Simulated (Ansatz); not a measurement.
# SiC: the cost of one run

Computed with Ansatz 0.2.0 (DFT PBE, scalar-relativistic, plane waves, PAW, unless a step's input says otherwise).

The COD entry's cell or inner coordinates are ideal or old and differ from later refinements, so a difference from it is no clean test against experiment.

2 further runs of the same task are left out: 1 that didn't finish, 1 set aside as unsound or not needed.

## (1) The starting structure

It takes space group P6_3mc (No. 186, hexagonal). Conventional cell: a = 3.095 Å, b = 3.095 Å, c = 15.186 Å, α = 90.00°, β = 90.00°, γ = 120.00°. Around Si (site symmetry 3m) lie 4 C at 1.90 Å. Si (site symmetry 3m) has 4 C at 1.89 to 1.90 Å as nearest neighbours. Around C (site symmetry 3m) lie 4 Si at 1.89 to 1.90 Å. C (site symmetry 3m) is surrounded by 4 Si at 1.90 Å.

Structure file:

```cif
data_structure
_symmetry_space_group_name_H-M 'P 1'
_symmetry_Int_Tables_number 1
_cell_length_a 3.0950
_cell_length_b 3.0950
_cell_length_c 15.1864
_cell_angle_alpha 90.000
_cell_angle_beta 90.000
_cell_angle_gamma 120.000
_cell_volume 125.98
loop_
_atom_site_label
_atom_site_type_symbol
_atom_site_fract_x
_atom_site_fract_y
_atom_site_fract_z
_atom_site_occupancy
Si1 Si 0.00000 0.00000 0.12504 1
Si2 Si 0.00000 0.00000 0.62504 1
Si3 Si 0.33333 0.66667 0.29182 1
Si4 Si 0.66667 0.33333 0.79182 1
Si5 Si 0.33333 0.66667 0.95831 1
Si6 Si 0.66667 0.33333 0.45831 1
C1 C 0.00000 0.00000 0.99969 1
C2 C 0.00000 0.00000 0.49969 1
C3 C 0.33333 0.66667 0.16683 1
C4 C 0.66667 0.33333 0.66683 1
C5 C 0.33333 0.66667 0.83332 1
C6 C 0.66667 0.33333 0.33332 1
```

This cell was relaxed beforehand with the same method: volume 10.50 Å³/atom, gap on the mesh 2.03 eV.

## (2) Zero of the scan

Input file input.yaml:

```yaml
crystal:
  lattice:
    - [3.0949980759, 0.0, 0.0]
    - [-1.547499038, 2.6803469584, 0.0]
    - [0.0, 0.0, 15.1864399988]
  atoms:
    - { symbol: Si, position: [0.0, 0.0, 0.1250399222] }
    - { symbol: Si, position: [0.0, 0.0, 0.6250399222] }
    - { symbol: Si, position: [0.3333333333, 0.6666666667, 0.2918177991] }
    - { symbol: Si, position: [0.6666666667, 0.3333333333, 0.7918177991] }
    - { symbol: Si, position: [0.3333333333, 0.6666666667, 0.9583095063] }
    - { symbol: Si, position: [0.6666666667, 0.3333333333, 0.4583095063] }
    - { symbol: C, position: [0.0, 0.0, 0.9996876838] }
    - { symbol: C, position: [0.0, 0.0, 0.4996876838] }
    - { symbol: C, position: [0.3333333333, 0.6666666667, 0.1668296832] }
    - { symbol: C, position: [0.6666666667, 0.3333333333, 0.6668296832] }
    - { symbol: C, position: [0.3333333333, 0.6666666667, 0.8333154055] }
    - { symbol: C, position: [0.6666666667, 0.3333333333, 0.3333154055] }
basis:
  ecutwfc: 420
kpoints:
  mp_grid: { grid: [12, 12, 2] }
hamiltonian:
  xc: pbe
scf:
  occupations: { method: gaussian, width: 0.05 }
output:
  forces: true
  stress: true
  eigenvalues: true
  write_density: true
  write_potential: true
  elf: true
  volumetric_format: npy
```

Command:

```sh
> ansatz run input.yaml --threads 2 --pin off --max-ram 5120MiB --backend cpu --events-out ev --progress --plain --runs-dir out
```

**Question.** How long does this run take on 2 threads of Intel Xeon 6975P-C (Granite Rapids), shared host, and how much memory does it need?

About 4.9 s, with a peak of 0.46 GiB.
